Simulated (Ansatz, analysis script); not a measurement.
# Magnetovolume effects in a linear Os chain, spacing 2.395 Å, part 2 of 2

How do the moments of a linear Os chain, spacing 2.395 Å answer to compression and expansion?

Ansatz 0.2.0; PBE, PAW set soft_1.

So far, integrated |m| (μB): step 2 (starting state) 1.73.

### Step 6. Factor 0.96, typed moments

Level of this step: Ansatz DFT, collinear, cell scaled along its periodic directions; PBE, PAW set soft_1; PAW set soft_1 (Ansatz).

The density is converged from the given moments; the state reached depends on that start.

File input.yaml:

```yaml
crystal:
  lattice:
    - [12.0, 0.0, 0.0]
    - [0.0, 12.0, 0.0]
    - [0.0, 0.0, 2.2992]
  atoms:
    - { symbol: Os, position: [0.5, 0.5, 0.0], spin: 1.0 }
magnetization:
  spin_polarized: true
kpoints:
  mp_grid: { grid: [1, 1, 46] }
hamiltonian:
  xc: pbe
  pseudopotentials: { kind: paw, azcp: { folder: soft_1 } }
scf:
  occupations: { method: fermi_dirac, width: 0.05 }
  max_iter: 120
  convergence: { dr2_threshold: 1.0e-08 }
  lower_state_search: "off"
basis:
  ecutwfc: 420.0
output:
  stress: true
```

Started as:

```sh
$ ansatz run input.yaml --threads 1 --pin off --max-ram 2560MiB --backend cpu --events-out ev --progress --plain --runs-dir out
```

Numbers of over 12 decimals in the logs are rounded to 6 here.

Log:

```text
[...]
Crystal: 1 atoms, lattice volume = 331.085 Å³
Basis set: ecut = 420 eV, 6479 PW (Γ)
Bands: 13, of which v1, the nominal top of the filled ones, is band 8 counted from 1 (7 counted from 0)
Symmetry: 16 space group operations
[...]
k-points: 24 of 46
[...]
Internal energy: -11380.895565 eV  (E = F + TS)
E sigma→0 (E₀):  -11380.905152 eV
Entropy (-TS):   -0.019174 eV (-19.174 meV/atom)
Fermi energy:    -4.106806 eV
[...]
--- Stress (GPa, compression-positive) ---
       -0.000108       0.000000       0.000000
        0.000000      -0.000108       0.000000
        0.000000       0.000000      -1.350788
  P = ⅓ Tr σ = -0.4503 GPa (-4.503 kbar)
[key lines of the parts left out:]
SCF converged after 23 iterations
Magnetization: 0.0000 μB (8.0000 up, 8.0000 down)
Free energy (F): -11380.914739 eV
```

The job ended after 20 s (1 thread of Arm Neoverse V2, shared host; peak memory 0.54 GiB).

It ends non-magnetic, with 0 μB on the largest site.

### Step 7. Factor 1.05, typed moments

input.yaml: that of step 6 with these lines changed.

```diff
@@ -4,3 +4,3 @@
     - [0.0, 12.0, 0.0]
-    - [0.0, 0.0, 2.2992]
+    - [0.0, 0.0, 2.51475]
   atoms:
```

Log:

```text
[...]
Crystal: 1 atoms, lattice volume = 362.124 Å³
Basis set: ecut = 420 eV, 7097 PW (Γ)
Bands: 13, of which v1, the nominal top of the filled ones, is band 8 counted from 1 (7 counted from 0)
Symmetry: 16 space group operations
[...]
k-points: 24 of 46
[...]
Internal energy: -11380.503036 eV  (E = F + TS)
E sigma→0 (E₀):  -11380.514723 eV
Entropy (-TS):   -0.023374 eV (-23.374 meV/atom)
Fermi energy:    -4.074454 eV
[...]
--- Stress (GPa, compression-positive) ---
       -0.000182       0.000000       0.000000
        0.000000      -0.000182       0.000000
        0.000000       0.000000      -2.650754
  P = ⅓ Tr σ = -0.8837 GPa (-8.837 kbar)
[key lines of the parts left out:]
SCF converged after 13 iterations
Magnetization: 2.2256 μB (9.1128 up, 6.8872 down)
Free energy (F): -11380.526410 eV
```

Elapsed: 13 s, on 1 thread; peak memory 0.56 GiB.

It ends ferromagnetic, with 1.57 μB on the largest site.

### Step 8. Factor 1.16, typed moments

input.yaml: that of step 7 with these lines changed.

```diff
@@ -4,3 +4,3 @@
     - [0.0, 12.0, 0.0]
-    - [0.0, 0.0, 2.51475]
+    - [0.0, 0.0, 2.7782]
   atoms:
```

Log:

```text
[...]
Crystal: 1 atoms, lattice volume = 400.061 Å³
Basis set: ecut = 420 eV, 7881 PW (Γ)
Bands: 13, of which v1, the nominal top of the filled ones, is band 8 counted from 1 (7 counted from 0)
Symmetry: 16 space group operations
[...]
k-points: 24 of 46
[...]
Internal energy: -11379.767563 eV  (E = F + TS)
E sigma→0 (E₀):  -11379.784983 eV
Entropy (-TS):   -0.034838 eV (-34.838 meV/atom)
Fermi energy:    -3.698642 eV
[...]
--- Stress (GPa, compression-positive) ---
       -0.000251       0.000000       0.000000
        0.000000      -0.000251       0.000000
        0.000000       0.000000      -2.592072
  P = ⅓ Tr σ = -0.8642 GPa (-8.642 kbar)
[key lines of the parts left out:]
SCF converged after 24 iterations
Magnetization: 3.2138 μB (9.6069 up, 6.3931 down)
Free energy (F): -11379.802402 eV
```

It took 23 s on 1 thread; peak memory 0.6 GiB.

It ends ferromagnetic, with 2.55 μB on the largest site.

### Step 9. Factor 1.23, no spin

input.yaml, the sections that differ from step 8:

```yaml
crystal:
  lattice:
    - [12.0, 0.0, 0.0]
    - [0.0, 12.0, 0.0]
    - [0.0, 0.0, 2.94585]
  atoms:
    - { symbol: Os, position: [0.5, 0.5, 0.0] }
scf:
  occupations: { method: fermi_dirac, width: 0.05 }
  max_iter: 120
  convergence: { dr2_threshold: 1.0e-08 }
# kpoints, hamiltonian, basis, output: as in step 8
# magnetization: removed
```

Log:

```text
[...]
Crystal: 1 atoms, lattice volume = 424.202 Å³
Basis set: ecut = 420 eV, 8209 PW (Γ)
Bands: 12, of which v1, the nominal top of the filled ones, is band 8 counted from 1 (7 counted from 0)
Symmetry: 16 space group operations
[...]
k-points: 24 of 46
[...]
SCF iter   9: F=-11378.546734 eV  HF=-11378.546734 eV  |F-HF|=8.19e-11  |Δ(HF+E_count)|=   1.81e-8  Δρ=1.75e-7  dr2=1.52e-10  ethr=4.90e-11  ⟨swp⟩=2.0  Hψ=974  notcnv=0
SCF 1 converged in 9 iterations: F = -11378.546734 eV  dr2 = 1.52e-10
[...]
SCF converged after 9 iterations
Free energy (F): -11378.546734 eV
[...]
Internal energy: -11378.468562 eV  (E = F + TS)
E sigma→0 (E₀):  -11378.507648 eV
Entropy (-TS):   -0.078173 eV (-78.173 meV/atom)
Fermi energy:    -4.586576 eV
[...]
--- Stress (GPa, compression-positive) ---
       -0.000242       0.000000       0.000000
        0.000000      -0.000242       0.000000
        0.000000       0.000000      -4.308387
  P = ⅓ Tr σ = -1.4363 GPa (-14.363 kbar)
```

Wall time 6.2 s (1 thread); peak memory 0.48 GiB.

This is the reference without moments at this size.

18 more runs differ from these in the same keys alone and are tabled below.

### Step 10. All sizes

```
factor  E typed (meV/atom)  E small  E no spin  largest moment, typed (μB)  small   state, typed   state, small
  0.88               274.8    274.8      274.8                        0.00   0.00   non-magnetic   non-magnetic
  0.92                 0.0      0.0        0.0                        0.00   0.00   non-magnetic   non-magnetic
  0.96                14.4     14.4       14.4                        0.00   0.00   non-magnetic   non-magnetic
     1               135.7    135.7      215.6                        1.12   1.12  ferromagnetic  ferromagnetic
  1.05               402.7    402.7      616.8                        1.57   1.57  ferromagnetic  ferromagnetic
   1.1               721.1    721.1     1094.9                        1.85   1.85  ferromagnetic  ferromagnetic
  1.16              1126.7   1126.7     1702.0                        2.55   2.55  ferromagnetic  ferromagnetic
  1.23              1497.4   1497.4     2382.4                        2.88   2.88  ferromagnetic  ferromagnetic
```

### Step 11. Summary of results

```json
{
 "lowest run": "factor 0.92, typed moments",
 "largest moment, typed start": "0 μB at 0.88 to 2.88 μB at 1.23",
 "gain by magnetism": "0.0 to 884.9 meV/atom"
}
```

From a factor of 0.88 to 1.23 the largest moment goes from 0 to 2.88 μB. The moment is lost at factors of 0.96 or less among those run. Site moments are taken in spheres that grow with the cell. It rises fastest, by 1.1 μB between 0.96 and 1; the grid is too coarse to tell a step from a steep rise. Both magnetic starts, which share one pattern of signs, end on one state at every size; other orders were not tried. The cell's shape and the atoms were not relaxed. The 24 scaled-cell runs took 5.3 min of wall time, added up.

[Logs and program files are shortened in this print: banners, set-up blocks, solver, clock and traceback lines can be left out without a mark of their own.]

[Logs are printed without paths, hosts, clocks, repeated set-up lines and the standing remarks that a program may print on its own settings, such as how far it seeks lower states.]

[Hosts, paths, dates, database ids (printed as entryN), source tags and the programs' standing remarks are cut or masked in the printed files.]

[Where the input sets lower_state_search to off, the program did not look for lower states, so one may exist.]
